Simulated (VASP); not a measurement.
# SnO2 (P4_2/mnm) in VASP: settings compared

Aim: see how the results for SnO2 move with the level of theory and the settings. Levels: PBE, LDA, PBEsol. Tasks: band structure.

All numbers are computed with VASP 6.6.1; they aren't measurements. Logs are shortened: lines on timing, memory, paths and dates and some standing lists are left out, and cuts for length are marked.

## 1. Starting point

The structure is tetragonal, space group P4_2/mnm (No. 136). The conventional cell has a = 4.829 Å, b = 4.829 Å, c = 3.242 Å, α = 90.00°, β = 90.00°, γ = 90.00°. Sn (site symmetry mmm) is surrounded by 6 O at 2.09 Å. Around O (site symmetry m2m) lie 3 Sn at 2.09 Å.

## 2. Band structure, PBE

File INCAR:

```
SYSTEM = SnO2
PREC = Accurate
ENCUT = 520
EDIFF = 1E-7
ISMEAR = 0
SIGMA = 0.03
LREAL = .FALSE.
LASPH = .TRUE.
NELM = 80
ALGO = Normal
ISIF = 2
LWAVE = .FALSE.
LCHARG = .FALSE.
GGA = PE
NBANDS = 35
ICORELEVEL = 1
KPAR = 2
```

File KPOINTS:

```
regular mesh
0
G
  6 6 8
  0 0 0
```

File POSCAR:

```
SnO2                                    
1.0
    4.8294399917     -0.0000000000      0.0000000000
    0.0000000000      4.8294399917      0.0000000000
    0.0000000000      0.0000000000      3.2421528755
  Sn              O             
     2     4
Direct
     0.0000000000000000    0.0000000000000000    0.0000000000000000
     0.5000000000000000    0.5000000000000000    0.5000000000000000
     0.3065613626250711    0.3065613626250711    0.0000000000000000
     0.1934386373749289    0.8065613626250712    0.5000000000000000
     0.6934386373749288    0.6934386373749288    0.0000000000000000
     0.8065613626250712    0.1934386373749289    0.5000000000000000
```

File KPOINTS_OPT:

```
explicit points
186
Reciprocal
 0.0000000000  0.0000000000  0.0000000000 1
 0.0000000000  0.0263157895  0.0000000000 1
 0.0000000000  0.0526315789  0.0000000000 1
 0.0000000000  0.0789473684  0.0000000000 1
 0.0000000000  0.1052631579  0.0000000000 1
 0.0000000000  0.1315789474  0.0000000000 1
[... 178 lines left out ...]
 0.0000000000  0.5000000000  0.0000000000 1
 0.0000000000  0.0000000000  0.5000000000 1
```

Potentials or basis: VASP PAW PBE potentials, release 64 (Sn_d, O).

The run is started by

```sh
$ cat potpaw_PBE.64/Sn_d/POTCAR potpaw_PBE.64/O/POTCAR > POTCAR
$ mpirun -np 2 vasp_std > vasp.out
```

OUTCAR:

```text
SYSTEM = SnO2
   PREC = Accurate
   ENCUT = 520
   EDIFF = 1E-7
   ISMEAR = 0
   LREAL = .FALSE.
   LASPH = .TRUE.
   NELM = 80
   ISIF = 2
   GGA = PE

 ion  position               nearest neighbor table
   1  0.000  0.000  0.000-   4 2.09   6 2.09   4 2.09   6 2.09   5 2.09   3 2.09
   2  0.500  0.500  0.500-   3 2.09   5 2.09   3 2.09   5 2.09   4 2.09   6 2.09
   3  0.307  0.307  0.000-   2 2.09   2 2.09   1 2.09
   4  0.193  0.807  0.500-   1 2.09   1 2.09   2 2.09
   5  0.693  0.693  0.000-   2 2.09   2 2.09   1 2.09
   6  0.807  0.193  0.500-   1 2.09   1 2.09   2 2.09

  LATTYP: Found a simple tetragonal cell.
 ALAT       =     4.8294399917
 C/A-ratio  =     0.6713310200

  Lattice vectors:

 A1 = (   4.8294399917,   0.0000000000,   0.0000000000)
 A2 = (   0.0000000000,   4.8294399917,   0.0000000000)
 A3 = (   0.0000000000,   0.0000000000,   3.2421528755)

Analysis of symmetry for initial positions (statically):
=====================================================================
 Subroutine PRICEL returns:
 Original cell was already a primitive cell.

 Routine SETGRP: Setting up the symmetry group for a
 simple tetragonal supercell.

 Subroutine GETGRP returns: Found 16 space group operations
 (whereof  8 operations were pure point group operations)
 out of a pool of 16 trial point group operations.

The static configuration has the point symmetry D_2h.
 The point group associated with its full space group is D_4h.

Analysis of symmetry for dynamics (positions and initial velocities):
=====================================================================
 Subroutine PRICEL returns:
 Original cell was already a primitive cell.

 Routine SETGRP: Setting up the symmetry group for a
 simple tetragonal supercell.

 Subroutine GETGRP returns: Found 16 space group operations
 (whereof  8 operations were pure point group operations)
 out of a pool of 16 trial point group operations.

The dynamic configuration has the point symmetry D_2h.
 The point group associated with its full space group is D_4h.

 Subroutine INISYM returns: Found 16 space group operations
 (whereof  8 operations are pure point group operations),
 and found     1 'primitive' translations

----------------------------------------------------------------------------------------

                                     Primitive cell

  volume of cell :      75.6183

  direct lattice vectors                    reciprocal lattice vectors
     4.829439992  0.000000000  0.000000000     0.207063345  0.000000000  0.000000000
     0.000000000  4.829439992  0.000000000     0.000000000  0.207063345  0.000000000
     0.000000000  0.000000000  3.242152875     0.000000000  0.000000000  0.308437029

  length of vectors
     4.829439992  4.829439992  3.242152875     0.207063345  0.207063345  0.308437029

  position of ions in fractional coordinates (direct lattice)
     0.000000000  0.000000000  0.000000000
     0.500000000  0.500000000  0.500000000
     0.306561363  0.306561363  0.000000000
     0.193438637  0.806561363  0.500000000
     0.693438637  0.693438637  0.000000000
     0.806561363  0.193438637  0.500000000

  ion indices of the primitive-cell ions
   primitive index   ion index
                 1           1
                 2           2
                 3           3
                 4           4
                 5           5
                 6           6

----------------------------------------------------------------------------------------

 KPOINTS: regular mesh

Automatic generation of k-mesh.
 Grid dimensions read from file:
 generate k-points for:    6    6    8

 Generating k-lattice:

  Cartesian coordinates                     Fractional coordinates (reciprocal lattice)
     0.034510558  0.000000000  0.000000000     0.166666667  0.000000000  0.000000000
     0.000000000  0.034510558  0.000000000     0.000000000  0.166666667  0.000000000
     0.000000000  0.000000000  0.038554629     0.000000000  0.000000000  0.125000000

  Length of vectors
     0.034510558  0.034510558  0.038554629

[... 54 lines left out ...]
  band No.  band energies     occupation
      1     -15.4871      2.00000
      2     -14.9051      2.00000
      3     -14.6741      2.00000
      4     -14.6460      2.00000
      5     -14.6460      2.00000
      6     -14.6114      2.00000
[... 27 lines left out ...]
     34      17.0780      0.00000
     35      17.7543      0.00000

 k-point     3 :       0.3333    0.0000    0.0000
  band No.  band energies     occupation
      1     -15.3796      2.00000
      2     -15.0376      2.00000
      3     -14.6714      2.00000
      4     -14.6487      2.00000
      5     -14.6430      2.00000
      6     -14.6429      2.00000
[... 27 lines left out ...]
     34      17.4450      0.00000
     35      17.7364      0.00000

 k-point     4 :       0.5000    0.0000    0.0000
  band No.  band energies     occupation
      1     -15.2176      2.00000
      2     -15.2176      2.00000
      3     -14.6652      2.00000
      4     -14.6652      2.00000
      5     -14.6414      2.00000
      6     -14.6414      2.00000
[... 27 lines left out ...]
     34      17.5225      0.00000
     35      17.6955      0.00000

 k-point     5 :       0.1667    0.1667    0.0000
  band No.  band energies     occupation
      1     -15.4576      2.00000
      2     -14.9509      2.00000
      3     -14.6727      2.00000
      4     -14.6480      2.00000
      5     -14.6427      2.00000
      6     -14.6272      2.00000
[... 638 lines left out ...]
 k-point    22 :       0.1667    0.0000    0.2500
  band No.  band energies     occupation
      1     -15.2951      2.00000
      2     -15.0684      2.00000
      3     -14.9771      2.00000
      4     -14.6826      2.00000
      5     -14.5861      2.00000
      6     -14.5793      2.00000
[... 27 lines left out ...]
     34      17.1322      0.00000
     35      17.5597      0.00000

 k-point    23 :       0.3333    0.0000    0.2500
  band No.  band energies     occupation
      1     -15.2857      2.00000
      2     -15.1642      2.00000
      3     -14.8850      2.00000
      4     -14.7052      2.00000
      5     -14.5829      2.00000
      6     -14.5762      2.00000
[... 27 lines left out ...]
     34      17.3735      0.00000
     35      17.7199      0.00000

 k-point    24 :       0.5000    0.0000    0.2500
  band No.  band energies     occupation
      1     -15.2430      2.00000
      2     -15.2430      2.00000
      3     -14.7814      2.00000
      4     -14.7814      2.00000
      5     -14.5786      2.00000
      6     -14.5786      2.00000
[... 27 lines left out ...]
     34      17.4738      0.00000
     35      17.7643      0.00000

 [... further k-points ...]

------------------------ aborting loop because EDIFF is reached ----------------------------------------

  FORCE on cell =-STRESS in cart. coord.  units (eV):
  Direction    XX          YY          ZZ          XY          YZ          ZX
  --------------------------------------------------------------------------------------
  -------------------------------------------------------------------------------------
  Total        0.0890867      0.0890867      0.0933210      0.0000000      0.0000000      0.0000000
  in kB        1.8875418      1.8875418      1.9772568      0.0000000      0.0000000      0.0000000
  external PRESSURE =       1.9174468 kB  Pullay stress =       0.0000000 kB

 VOLUME and BASIS-vectors are now :
 -----------------------------------------------------------------------------
  energy-cutoff  :      520.00
  volume of cell :       75.62
      direct lattice vectors                 reciprocal lattice vectors
     4.829439992  0.000000000  0.000000000     0.207063345  0.000000000  0.000000000
     0.000000000  4.829439992  0.000000000     0.000000000  0.207063345  0.000000000
     0.000000000  0.000000000  3.242152875     0.000000000  0.000000000  0.308437029

 POSITION                                       TOTAL-FORCE (eV/Angst)
 -----------------------------------------------------------------------------------
      0.00000      0.00000      0.00000         0.000000     -0.000000      0.000000
      2.41472      2.41472      1.62108         0.000000     -0.000000      0.000000
      1.48052      1.48052      0.00000        -0.003712     -0.003712      0.000000
      0.93420      3.89524      1.62108         0.003712     -0.003712      0.000000
      3.34892      3.34892      0.00000         0.003712      0.003712      0.000000
      3.89524      0.93420      1.62108        -0.003712      0.003712      0.000000
 -----------------------------------------------------------------------------------
    total drift:                                0.000000      0.000000      0.000000

  FREE ENERGIE OF THE ION-ELECTRON SYSTEM (eV)
  ---------------------------------------------------
  free  energy   TOTEN  =       -37.3116944253 eV

  energy  without entropy=      -37.3116944253  energy(sigma->0) =      -37.31169443
```

It took 2 min on 2 MPI ranks of Intel Xeon Platinum 8488C (Sapphire Rapids), shared host; peak memory 0.29 GiB.

Results:

* Free energy: -37.3117 eV
* Pressure: 0.2 GPa
* Largest force: 0.005 eV/Å
* Band gap on the k mesh: 0.64 eV, direct
* Band gap along the path: 0.64 eV, direct

Forces in eV/Å, atoms in the order of the input:
```
Sn   0.000  0.000  0.000
Sn   0.000  0.000  0.000
O   -0.004 -0.004  0.000
O    0.004 -0.004  0.000
O    0.004  0.004  0.000
O   -0.004  0.004  0.000
```

Levels at the corners of the path, in eV from the valence-band top:
```csv
point,band 22,band 23,band 24,band 25,band 26,band 27,band 28,band 29,band 30,band 31
Γ,-1.26,-1.26,-0.74,-0.74,0.00,0.64,5.66,6.04,6.04,10.09
X,-1.89,-1.21,-1.21,-0.60,-0.60,3.86,3.86,6.79,6.79,10.38
X,-1.89,-1.21,-1.21,-0.60,-0.60,3.86,3.86,6.79,6.79,10.38
M,-1.87,-1.33,-1.33,-0.85,-0.85,4.25,4.25,7.13,7.13,10.46
M,-1.87,-1.33,-1.33,-0.85,-0.85,4.25,4.25,7.13,7.13,10.46
Γ,-1.26,-1.26,-0.74,-0.74,0.00,0.64,5.66,6.04,6.04,10.09
Γ,-1.26,-1.26,-0.74,-0.74,0.00,0.64,5.66,6.04,6.04,10.09
Z,-2.57,-1.52,-1.52,-1.18,-1.18,5.56,5.56,9.35,9.35,10.28
Z,-2.57,-1.52,-1.52,-1.18,-1.18,5.56,5.56,9.35,9.35,10.28
R,-1.66,-1.01,-1.01,-0.75,-0.75,5.82,5.82,7.59,7.59,10.55
R,-1.66,-1.01,-1.01,-0.75,-0.75,5.82,5.82,7.59,7.59,10.55
A,-2.43,-0.91,-0.91,-0.78,-0.78,4.33,4.33,8.60,8.60,10.54
A,-2.43,-0.91,-0.91,-0.78,-0.78,4.33,4.33,8.60,8.60,10.54
Z,-2.57,-1.52,-1.52,-1.18,-1.18,5.56,5.56,9.35,9.35,10.28
X,-1.89,-1.21,-1.21,-0.60,-0.60,3.86,3.86,6.79,6.79,10.38
R,-1.66,-1.01,-1.01,-0.75,-0.75,5.82,5.82,7.59,7.59,10.55
M,-1.87,-1.33,-1.33,-0.85,-0.85,4.25,4.25,7.13,7.13,10.46
A,-2.43,-0.91,-0.91,-0.78,-0.78,4.33,4.33,8.60,8.60,10.54
```

Core levels (eV, on the scale of the bands):
```csv
atom,levels
1 Sn,"1s -28995.5, 2s -4366.9, 2p -3918.5, 3s -833.3, 3p -686.8, 3d -461.5, 4s -122.4, 4p -78.3"
2 Sn,"1s -28995.5, 2s -4366.9, 2p -3918.5, 3s -833.3, 3p -686.8, 3d -461.5, 4s -122.4, 4p -78.3"
3 O,1s -498.9
4 O,1s -498.9
5 O,1s -498.9
6 O,1s -498.9
```

Caveat: spin-orbit coupling is left out, which moves the levels of the heavy elements. Expect the measured gap to be larger: semilocal functionals such as PBE lack the derivative discontinuity.

[end of part 1 of 2]
